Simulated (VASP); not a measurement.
The system is Ag.

```
CELL_PARAMETERS angstrom
0.00000 2.04275 2.04275
2.04275 0.00000 2.04275
2.04275 2.04275 0.00000
ATOMIC_POSITIONS crystal
Ag 0.00000 0.00000 0.00000
```

* Program: VASP 6.6.1
* Task: relaxation of cell and atoms
* Functional: LAK
* Potentials or basis: VASP PAW PBE potentials, release 64 (Ag)
* Cutoff: 600 eV
* k mesh: 11 × 11 × 11
* Occupations: methfessel-paxton, width 0.1 eV
* Spin: no spin polarisation

At the start: pressure 12.3 GPa; volume 17.05 Å³/atom.

Where does the relaxation end?

Over 4 steps the energy falls by 76.0 meV/atom and the volume is 19.35 Å³/atom (+13.5 %); space group Fm-3m (No. 225, to 0.05 Å).

Step by step:
| step | energy change (eV) | largest force (eV/Å) | pressure (GPa) | volume (Å³) |
| --- | --- | --- | --- | --- |
| 1 | 0.0000 | 0.0000 | 12.30 | 17.05 |
| 2 | -0.0625 | 0.0000 | -3.51 | 20.49 |
| 3 | -0.0760 | 0.0000 | 0.14 | 19.30 |
| 4 | -0.0760 | 0.0000 | -0.03 | 19.35 |

Final structure:
```
Ag
1.0
     0.00000    2.13080    2.13080
     2.13080    0.00000    2.13080
     2.13080    2.13080    0.00000
Ag
1
Direct
  0.00000 0.00000 0.00000
```

Caveat: the PAW data sets were made with another functional, which shifts forces and pressure a little; the volume moved by +13 % from the deposited cell, more than functionals usually miss.
